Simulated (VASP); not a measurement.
Write the native input for VASP 6.6.1 that does the following.

* Task: band structure
* Functional: PBE
* Potentials or basis: VASP PAW PBE potentials, release 64 (Si, C)
* Cutoff: 600 eV
* k mesh: 12 × 12 × 4
* Occupations: gaussian, width 0.02 eV
* Spin: no spin polarisation
* Further INCAR settings: ALGO = Fast; EDIFF = 1e-06

Crystal: SiC.

```
Si C
1.0
     3.09310    0.00000    0.00000
    -1.54655    2.67870    0.00000
     0.00000    0.00000   10.12608
Si C
4 4
Direct
  0.66667 0.33333 0.93785
  0.33333 0.66667 0.43785
  0.00000 0.00000 0.68790
  0.00000 0.00000 0.18790
  0.66667 0.33333 0.74981
  0.33333 0.66667 0.24981
  0.00000 0.00000 0.50045
  0.00000 0.00000 0.00045
```

The cell is a database's computed one.

The input as run:

POSCAR

```
SiC                                     
1.0
    3.0930981129     -0.0000000003      0.0000000000
   -1.5465491070      2.6787016187      0.0000000000
    0.0000000000      0.0000000000     10.1260778681
  Si              C             
     4     4
Direct
     0.6666666699999979    0.3333333300000021    0.9378466831673222
     0.3333333300000021    0.6666666699999979    0.4378466831673222
     0.0000000000000000    0.0000000000000000    0.6878972390009039
     0.0000000000000000    0.0000000000000000    0.1878972390009039
     0.6666666699999979    0.3333333300000021    0.7498073541952124
     0.3333333300000021    0.6666666699999979    0.2498073541952124
     0.0000000000000000    0.0000000000000000    0.5004477236365616
     0.0000000000000000    0.0000000000000000    0.0004477236365616
```

INCAR.step1

```
PREC = Accurate
ENCUT = 600
EDIFF = 1E-6
ISMEAR = 0
SIGMA = 0.02
LREAL = False
LASPH = True
NELM = 120
ALGO = Fast
ISIF = 2
LWAVE = False
LCHARG = True
GGA = PE
KPAR = 4
```

KPOINTS.step1

```
Automatic mesh
0
Gamma
  12 12 4
```

INCAR.step2

```
PREC = Accurate
ENCUT = 600
EDIFF = 1E-6
ISMEAR = 0
SIGMA = 0.05
LREAL = False
LASPH = True
NELM = 120
ALGO = Fast
ISIF = 2
LWAVE = False
LCHARG = False
GGA = PE
KPAR = 4
ICHARG = 11
```

KPOINTS.step2

```
path GMKGALHA,LM,KH
15
line-mode
reciprocal
 0.0000000000  0.0000000000  0.0000000000  G
 0.5000000000  0.0000000000  0.0000000000  M

 0.5000000000  0.0000000000  0.0000000000  M
 0.3333333333  0.3333333333  0.0000000000  K

 0.3333333333  0.3333333333  0.0000000000  K
 0.0000000000  0.0000000000  0.0000000000  G

 0.0000000000  0.0000000000  0.0000000000  G
 0.0000000000  0.0000000000  0.5000000000  A

 0.0000000000  0.0000000000  0.5000000000  A
 0.5000000000  0.0000000000  0.5000000000  L

 0.5000000000  0.0000000000  0.5000000000  L
 0.3333333333  0.3333333333  0.5000000000  H

 0.3333333333  0.3333333333  0.5000000000  H
 0.0000000000  0.0000000000  0.5000000000  A

 0.5000000000  0.0000000000  0.5000000000  L
 0.5000000000  0.0000000000  0.0000000000  M

 0.3333333333  0.3333333333  0.0000000000  K
 0.3333333333  0.3333333333  0.5000000000  H
```

Potentials or basis: VASP PAW PBE potentials, release 64 (Si, C).

Command:

```console
$ cat potpaw_PBE.64/Si/POTCAR potpaw_PBE.64/C/POTCAR > POTCAR
$ cp INCAR.step1 INCAR
$ cp KPOINTS.step1 KPOINTS
$ mpirun -np 4 vasp_std > vasp.out
$ cp INCAR.step2 INCAR
$ cp KPOINTS.step2 KPOINTS
$ mpirun -np 4 vasp_std > vasp.out
```

It gave:

- Band gap on the k mesh: 2.22 eV, indirect (least direct gap 3.34 eV)
- Band gap along the path: 2.22 eV, indirect (least direct gap 3.34 eV)

Caveat: the log is that of the step along the path at fixed density, whose energy, stress, charges and moments have no meaning.

It took 79 s on 4 MPI ranks on Intel(R) Xeon(R) 6975P-C (Granite Rapids), with other jobs on the host, peak memory 0.37 GiB a rank.
